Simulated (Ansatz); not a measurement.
Results of PBE-D3(BJ) (Ansatz, a quantum-chemistry and plane-wave program, PAW) for skutterudite CoSb3.

Settings: plane-wave cutoff 520 eV, 6×6×6 k mesh, Fermi–Dirac smearing 0.01 eV, no spin polarisation, scalar-relativistic PAW data made under PBE.

Shape and atoms are relaxed at each volume.

Pressure at four volumes; x = ln(V/22.802 Å³). One pressure is withheld.

```tsv
V (Å³/atom)	x	P (GPa)
21.890	-0.0408	4.24
22.802	0.0000	0.00
23.258	0.0198	-1.78
23.714	0.0392	?
```

Task: Pass a parabola P(x) through the three rows shown, estimate the bulk modulus and its pressure derivative near zero pressure, and predict the withheld pressure.

Result: Slopes between the rows: (0.00 − (4.24))/(0.0000 − (-0.0408)) = -103.92 and (-1.78 − (0.00))/(0.0198 − (0.0000)) = -89.90 GPa. Their difference over the span 0.0606 is c = 14.02/0.0606 = 231.4 GPa, so P(x) = 4.24 + (-103.92)(x − (-0.0408)) + 231.4 (x − (-0.0408))(x − (0.0000)). At the middle row B = −dP/dx = −[-103.92 + 231.4 × 0.0408] = 94.5 GPa, and B′ = dB/dP = 2c/B = 4.9. At x = 0.0392 the parabola gives -3.35 GPa; the run gives -3.36 GPa. The Birch–Murnaghan fit to the energies at all volumes has B0 = 94.2 GPa and B′ = 4.8.

Measured, for comparison: bulk modulus 95 ± 5 GPa (room temperature, not corrected to a static lattice, our sources range from 85.0 to 95.0; as tabulated in Alexeev et al. (2016), arXiv:1601.07731). Computed (rounded) less measured: bulk modulus -0.8 % (inside the range of the sources held).

Note: the bulk modulus comes from volumes at which shape and atoms were relaxed.

Spin–orbit coupling is not included.
